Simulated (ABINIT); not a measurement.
The system is Bi.

```
CELL_PARAMETERS angstrom
2.26750 1.30914 3.93800
-2.26750 1.30914 3.93800
0.00000 -2.61828 3.93800
ATOMIC_POSITIONS crystal
Bi 0.76600 0.76600 0.76600
Bi 0.23400 0.23400 0.23400
```

Base run:

- Program: ABINIT 10.8.3 (patched build)
- Functional: r2SCAN
- Potentials or basis: SG15 NC PBE v1.2
- Cutoff: 707 eV
- k mesh: 7 × 7 × 7
- Occupations: fermi-dirac, width 0.05 eV
- Spin: no spin polarisation

Its results: band gap on the k mesh 0.28 eV, indirect (least direct gap 0.57 eV); pressure -0.1 GPa; largest force 0.130 eV/Å.

**Question.** The run is repeated on the same cell with these changes: potentials or basis from SG15 NC PBE v1.2 to JTH PAW PBE v2.0. What comes out?

**Answer.** Band gap on the k mesh 0.29 eV, indirect (least direct gap 0.62 eV); pressure 0.8 GPa; largest force 0.045 eV/Å.

Caveats: spin-orbit coupling is left out, which as a rule narrows the gap of such compounds by several tenths of an eV; an odd mesh through Γ misses points on the zone boundary, where band edges often lie; the potentials were made for another functional, which shifts forces and pressure (some runs); the PAW data sets were made with another functional, which shifts forces and pressure a little (some runs).
